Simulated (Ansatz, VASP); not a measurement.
**One calculation of TaSi2, two programs**

```
Ta Si
1.0
     4.80510    0.00000    0.00000
    -2.40255    4.16134    0.00000
     0.00000    0.00000    6.59887
Ta Si
3 6
Direct
  0.50000 0.00000 0.50000
  0.50000 0.50000 0.83333
  0.00000 0.50000 0.16667
  0.15892 0.31784 0.50000
  0.84108 0.15892 0.83333
  0.68216 0.84108 0.16667
  0.84108 0.68216 0.50000
  0.15892 0.84108 0.83333
  0.31784 0.15892 0.16667
```

Alike in both runs: functional PBE; k mesh 9 × 9 × 6; occupations gaussian, width 0.1 eV; no spin polarisation.

Ansatz relaxed the structure, and its values are those at the end. VASP's run is a single point on that final structure, the one shown.

```csv
,VASP,Ansatz
version,VASP 6.6.1,Ansatz 0.2.0
potentials or method,"VASP PAW PBE potentials, release 64 (Ta_pv, Si)","scalar-relativistic, plane waves, PAW"
plane-wave cutoff (eV),520,420
valence electrons in the cell,57,63
```

|  | VASP | Ansatz | Ansatz less VASP |
| --- | --- | --- | --- |
| gap on the k mesh at the Fermi level (eV) | none | none | - |
| pressure (GPa) | 0.1 | 0.0 | -0.09 |

A gap of «none» marks a metal or a gap that the smearing closes. The two sets of potentials don't hold the same shells in valence.

Spin-orbit coupling is left out, which matters for the levels of Ta.
